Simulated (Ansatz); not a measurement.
Co, 2 atoms in the cell. Symmetry: P6_3/mmc, No. 194, hexagonal system. The conventional cell has a = 2.472 Å, b = 2.472 Å, c = 4.021 Å, α = 90.00°, β = 90.00°, γ = 120.00°. Co (site symmetry -6m2) has 12 Co at 2.47 Å as nearest neighbours. 

| Property | Result |
| --- | --- |
| Program | Ansatz 0.2.0 |
| Task | single point |
| Functional | PBE |
| Potentials or basis | Ansatz PAW |
| Cutoff | 420 eV (not typed: the program's choice for these potentials) |
| k mesh | 12 × 12 × 7 |
| Occupations | gaussian, width 0.027 eV |
| Spin | collinear spin, ferromagnetic start |
| Starting moments | [2.0, 2.0] μB |

Potentials or basis: Ansatz PAW.

Run with:

```sh
$ ansatz run input.yaml --threads 2 --pin off --max-ram 5632MiB --backend cpu --events-out ev --progress --plain --runs-dir out
```

Hardware: 2 threads of Intel(R) Xeon(R) Processor @ 2.70GHz (shared host).

Problem. How long does it take, and how much memory?

Solution. Run time: 5.8 s on 2 threads of Intel(R) Xeon(R) Processor @ 2.70GHz, with other jobs on the host, peak memory 0.38 GiB. Counts: scf iterations 11, plane waves 391, k points 76, bands 23.
